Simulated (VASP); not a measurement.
# K in VASP: settings compared

Aim: see how the results for K move with the level of theory and the settings. Levels: PBE+D3(BJ), PBE. Tasks: relaxation of the atoms, single point.

Program: VASP 6.6.1. These are calculated values, not measurements. Logs are shortened: lines on timing, memory, paths and dates and some standing lists are left out, and cuts for length are marked.

### Step 1. The molecule as given

The cell holds a molecule in a box, 1 atom: a = 10.500 Å, b = 11.000 Å, c = 11.500 Å, α = 90.00°, β = 90.00°, γ = 90.00°.

### Step 2. Relaxation of the atoms, PBE+D3(BJ), collinear spin, ferromagnetic start

File INCAR:

```
SYSTEM = K
ALGO = Normal ; EDIFF = 1E-6
EDIFFG = -0.03 ; ENCUT = 400
GGA = PE ; IBRION = 2
ISIF = 2 ; ISMEAR = 0
ISPIN = 2 ; ISYM = 0
IVDW = 12 ; LASPH = .True.
LCHARG = .False. ; LORBIT = 11
LREAL = .False. ; LWAVE = .False.
MAGMOM = 0.5 ; NELM = 100
NSW = 120 ; NUPDOWN = 1
PREC = Accurate ; SIGMA = 0.01
```

File KPOINTS:

```
k-points
0
Gamma
  1 1 1
  0 0 0
```

File POSCAR:

```
K
1.0
   10.5000000000      0.0000000000      0.0000000000
    0.0000000000     11.0000000000      0.0000000000
    0.0000000000      0.0000000000     11.5000000000
K
1
Selective dynamics
Direct
    0.5000000000      0.5045454545      0.5000000000  F F F
```

Potentials or basis: VASP PAW PBE potentials, release 64 (K_sv).

Run with:

```bash
cat potpaw_PBE.64/K_sv/POTCAR > POTCAR
mpirun -np 4 vasp_gam > vasp.out
```

OUTCAR:

```text
SYSTEM = K
   EDIFF = 1E-6
   EDIFFG = -0.03
   ENCUT = 400
   GGA = PE
   IBRION = 2
   ISIF = 2
   ISMEAR = 0
   ISPIN = 2
   ISYM = 0
   IVDW = 12
   LASPH = .True.
   LORBIT = 11
   LREAL = .False.
   NELM = 100
   NSW = 120
   NUPDOWN = 1
   PREC = Accurate
 IVDW          = 12

 ion  position               nearest neighbor table
   1  0.500  0.505  0.500-

IMPORTANT INFORMATION: All symmetrisations will be switched off!
NOSYMM: (Re-)initialisation of all symmetry stuff for point group C_1.

----------------------------------------------------------------------------------------

                                     Primitive cell

  volume of cell :    1328.2500

  direct lattice vectors                    reciprocal lattice vectors
    10.500000000  0.000000000  0.000000000     0.095238095  0.000000000  0.000000000
     0.000000000 11.000000000  0.000000000     0.000000000  0.090909091  0.000000000
     0.000000000  0.000000000 11.500000000     0.000000000  0.000000000  0.086956522

  length of vectors
    10.500000000 11.000000000 11.500000000     0.095238095  0.090909091  0.086956522

  position of ions in fractional coordinates (direct lattice)
     0.500000000  0.504545454  0.500000000

  ion indices of the primitive-cell ions
   primitive index   ion index
                 1           1

----------------------------------------------------------------------------------------

 KPOINTS: k-points

Automatic generation of k-mesh.
 Grid dimensions read from file:
 generate k-points for:    1    1    1

 Generating k-lattice:

  Cartesian coordinates                     Fractional coordinates (reciprocal lattice)
     0.095238095  0.000000000  0.000000000     1.000000000  0.000000000  0.000000000
     0.000000000  0.090909091  0.000000000     0.000000000  1.000000000  0.000000000
     0.000000000  0.000000000  0.086956522     0.000000000  0.000000000  1.000000000

  Length of vectors
     0.095238095  0.090909091  0.086956522

  Shift w.r.t. Gamma in fractional coordinates (k-lattice)
     0.000000000  0.000000000  0.000000000

 Subroutine IBZKPT returns following result:
 ===========================================

 Found      1 irreducible k-points:

 Following reciprocal coordinates:
            Coordinates               Weight
  0.000000  0.000000  0.000000      1.000000
   k-points           NKPTS =      1   k-points in BZ     NKDIM =      1   number of bands    NBANDS=      8
   number of dos      NEDOS =    301   number of ions     NIONS =      1
   total plane-waves  NPLWV = 403200
   dimension x,y,z NGX =    70 NGY =   72 NGZ =   80
   dimension x,y,z NGXF=   140 NGYF=  144 NGZF=  160
   ions per type =               1
   NGX,Y,Z   is equivalent  to a cutoff of  11.08, 10.88, 11.56 a.u.
   NGXF,Y,Z  is equivalent  to a cutoff of  22.17, 21.76, 23.13 a.u.
 SYSTEM =  K
   PREC   = accura    normal or accurate (medium, high low for compatibility)
   ISTART =      0    job   : 0-new  1-cont  2-samecut
   ICHARG =      2    charge: 1-file 2-atom 10-const
   ISPIN  =      2    spin polarized calculation?
   LNONCOLLINEAR =      F non collinear calculations
   LSORBIT =      F    spin-orbit coupling
   LASPH  =      T    aspherical Exc in radial PAW
   ENCUT  =  400.0 eV  29.40 Ry    5.42 a.u.  17.12 17.94 18.75*2*pi/ulx,y,z
   NELM   =    100;   NELMIN=  2; NELMDL= -5     # of ELM steps
   EDIFF  = 0.1E-05   stopping-criterion for ELM
   LREAL  =      F    real-space projection
   EDIFFG = -.3E-01   stopping-criterion for IOM
   NSW    =    120    number of steps for IOM
   IBRION =      2    ionic relax: 0-MD 1-quasi-New 2-CG
   NFREE  =      1    steps in history (QN), initial steepest desc. (CG)
   ISIF   =      2    stress and relaxation
   ISYM   =      0    0-nonsym 1-usesym 2-fastsym
   POTIM  = 0.5000    time-step for ionic-motion
   TEBEG  =    0.0;   TEEND  =   0.0 temperature during run
   PSTRESS=    0.0 pullay stress
   NELECT =       9.0000    total number of electrons
   NUPDOWN=       1.0000    fix difference up-down
   EMIN   =  10.00;   EMAX   =-10.00  energy-range for DOS
   EFERMI =   0.00;   METHOD = LEGACY
   ISMEAR =     0;   SIGMA  =   0.01  broadening in eV -4-tet -1-fermi 0-gaus
   EFERMI_NEDOS =   21; number of points for ismear=-14 and -15
   IALGO  =     38    algorithm
   IMIX   =      4    mixing-type and parameters
     AMIX     =   0.40;   BMIX     =  1.00
     AMIX_MAG =   1.60;   BMIX_MAG =  1.00
  volume/ion in A,a.u.               =    1328.25      8963.47
  Fermi-wavevector in a.u.,A,eV,Ry     =   0.309786  0.585411  1.305719  0.095968
  Thomas-Fermi vector in A             =   1.186821
   LORBIT       =     11    0 simple, 1 ext, 2 COOP (PROOUT), +10 PAW based schemes
   GGA     = PE    functional components
   LHFCALC =     F    Hartree Fock is set to
   AEXX    =    0.0000 exact exchange contribution
   IVDW    =    12    specifies the selected vdW correction
   LEPSILON=     F    determine dielectric tensor
   LRPA    =     F    only Hartree local field effects (RPA)
 conjugate gradient relaxation of ions
 spin polarized calculation
 Gauss-broadening in eV      SIGMA  =   0.01
  energy-cutoff  :      400.00
  volume of cell :     1328.25
 maximum number of plane-waves:     12033
 NGX is ok and might be reduce to    70
   NGX = 35   NGY = 35   NGZ = 37

 number of electron       9.0000000 magnetization       0.9999995

 Free energy of the ion-electron system (eV)
  ---------------------------------------------------
  ext. energy  EPLUGINS =         0.00000000
  ---------------------------------------------------
  free energy    TOTEN  =        -0.21665913 eV

  energy without entropy =       -0.21665913  energy(sigma->0) =       -0.21665913

 E-fermi : -18.5419     XC(G=0):  -0.7866

 val. band max:       -2.4299660747   @ k =   0.0000   0.0000   0.0000
 cond. band min:      -1.3854428436   @ k =   0.0000   0.0000   0.0000
 fundamental gap:      1.0445232311
 Fermi energy:        -2.3737395364

 spin component 1

 k-point     1 :       0.0000    0.0000    0.0000
  band No.  band energies     occupation
      1     -35.2180      1.00000
      2     -18.7006      1.00000
      3     -18.6999      1.00000
      4     -18.6989      1.00000
      5      -2.4300      1.00000
      6      -0.7274      0.00000
      7      -0.6901      0.00000
      8      -0.6434      0.00000
 Fermi energy:       -18.5419354950

 spin component 2

 k-point     1 :       0.0000    0.0000    0.0000
  band No.  band energies     occupation
      1     -35.1630      1.00000
      2     -18.6183      1.00000
      3     -18.6176      1.00000
      4     -18.6165      1.00000
      5      -1.3854      0.00000
      6       0.5783      0.00000
      7       0.5995      0.00000
      8       0.6317      0.00000

------------------------ aborting loop because EDIFF is reached ----------------------------------------

 Edisp (eV)   -0.00890

 E8    (eV) :    -0.0020

  FORCE on cell =-STRESS in cart. coord.  units (eV):
  Direction    XX          YY          ZZ          XY          YZ          ZX
  --------------------------------------------------------------------------------------
  -------------------------------------------------------------------------------------
  Total      -0.17228    -0.12858    -0.09667    -0.00000     0.00000     0.00000
  in kB      -0.20780    -0.15510    -0.11660    -0.00000     0.00000     0.00000
  external pressure =       -0.16 kB  Pullay stress =        0.00 kB

 VOLUME and BASIS-vectors are now :
 -----------------------------------------------------------------------------
  energy-cutoff  :      400.00
  volume of cell :     1328.25
      direct lattice vectors                 reciprocal lattice vectors
    10.500000000  0.000000000  0.000000000     0.095238095  0.000000000  0.000000000
     0.000000000 11.000000000  0.000000000     0.000000000  0.090909091  0.000000000
     0.000000000  0.000000000 11.500000000     0.000000000  0.000000000  0.086956522

 POSITION                                       TOTAL-FORCE (eV/Angst)
 -----------------------------------------------------------------------------------
      5.25000      5.55000      5.75000         0.000001      0.000025     -0.000000
 -----------------------------------------------------------------------------------
    total drift:                                0.000001      0.000025     -0.000000

  FREE ENERGIE OF THE ION-ELECTRON SYSTEM (eV)
  ---------------------------------------------------
  free  energy   TOTEN  =        -0.2255610581 eV

  energy  without entropy=       -0.2255610581  energy(sigma->0) =       -0.22556106

 reached required accuracy - stopping structural energy minimisation

 total charge

# of ion       s       p       d       tot
------------------------------------------
    1        1.988   5.536   0.000   7.524

 magnetization (x)

# of ion       s       p       d       tot
------------------------------------------
    1        0.044  -0.009   0.000   0.035
```

It took 43 s on 4 MPI ranks of Intel Xeon Platinum 8488C (Sapphire Rapids), shared host; peak memory 0.36 GiB.

Results:

```
Free energy                                           : -0.2256 eV
Net moment                                            : 1.00 μB per cell
Site moments                                          : K +0.04 μB
Valence electrons inside the program's atomic spheres : K 7.52
Dispersion energy per atom                            : -0.009 eV
```

Final structure:
```xyz
1
Lattice="10.5000 0.0000 0.0000 0.0000 11.0000 0.0000 0.0000 0.0000 11.5000" Properties=species:S:1:pos:R:3 pbc="T T T"
K     5.2500    5.5500    5.7500
```

Caveat: the relaxation stopped at its first step, so nothing moved; the total moment is fixed, so each spin has its own Fermi level.

### Step 3. Single point, PBE, collinear spin, ferromagnetic start

File INCAR:

```
SYSTEM = K
ALGO = Normal ; EDIFF = 1E-6
ENCUT = 400 ; GGA = PE
ISIF = 2 ; ISMEAR = 0
ISPIN = 2 ; ISYM = 0
LASPH = .True. ; LCHARG = .False.
LORBIT = 11 ; LREAL = .False.
LWAVE = .False. ; MAGMOM = 0.5
NBANDS = 14 ; NELM = 100
NUPDOWN = 1 ; PREC = Accurate
SIGMA = 0.01
```

KPOINTS is that of step 2.

File POSCAR:

```
K                                       
1.0
   10.5000000000      0.0000000000      0.0000000000
    0.0000000000     11.0000000000      0.0000000000
    0.0000000000      0.0000000000     11.5000000000
  K             
     1
Selective dynamics
Direct
     0.5000000000000000    0.5045454544999970    0.5000000000000000   F   F   F
```

Potentials or basis: VASP PAW PBE potentials, release 64 (K_sv).

Run with:

```bash
cat potpaw_PBE.64/K_sv/POTCAR > POTCAR
mpirun -np 4 vasp_gam > vasp.out
```

It took 44 s on 4 MPI ranks of Intel Xeon Platinum 8488C (Sapphire Rapids), shared host; peak memory 0.36 GiB.

It converged, with:

- Free energy: -0.2167 eV
- Net moment: 1.00 μB per cell
- Site moments: K +0.04 μB
- Valence electrons inside the program's atomic spheres: K 7.52

Caveat: the total moment is fixed, so each spin has its own Fermi level.
